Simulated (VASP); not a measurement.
Write the native input for VASP 6.6.1 that does the following.

```
Task                   : single point
Functional             : PBE
Dispersion             : MBD
Potentials or basis    : VASP PAW PBE potentials, release 64 (C)
Cutoff                 : 520 eV
k mesh                 : 16 × 16 × 4
Occupations            : fermi-dirac, width 0.05 eV
Spin                   : no spin polarisation
Further INCAR settings : ALGO = Fast; EDIFF = 1e-07
```

The structure of C lies in POSCAR:

```
C
1.0
    2.4610000000      0.0000000000      0.0000000000
   -1.2305000000      2.1312885187      0.0000000000
    0.0000000000      0.0000000000      7.3788000000
C
4
Direct
    0.0000000000      0.0000000000      0.2500000000
    0.3333333333      0.6666666667      0.2500000000
    0.0000000000      0.0000000000      0.7500000000
    0.6666666667      0.3333333333      0.7500000000
```

The cell was built by a generator and needn't be a form met in nature.

One way to write it, as run:

INCAR

```
PREC = Accurate ; ENCUT = 520
EDIFF = 1E-7 ; ISMEAR = -1
SIGMA = 0.05 ; LREAL = False
LASPH = True ; NELM = 80
ALGO = Fast ; ISIF = 2
LWAVE = False ; LCHARG = False
GGA = PE ; IVDW = 202
```

KPOINTS

```
regular mesh
0
Gamma
  16 16 4
```

Potentials or basis: VASP PAW PBE potentials, release 64 (C).

Run with:

```sh
$ cat potpaw_PBE.64/C/POTCAR > POTCAR
$ mpirun -np 1 vasp_std > vasp.out
```

Results of the run:

```
Pressure                   : 0.2 GPa
Band gap on the k mesh     : 0.83 eV, direct
Dispersion energy per atom : -0.131 eV
```

Wall time 120 s on 1 thread of Intel(R) Xeon(R) Platinum 8488C (Sapphire Rapids) (shared host), peak memory 0.15 GiB.
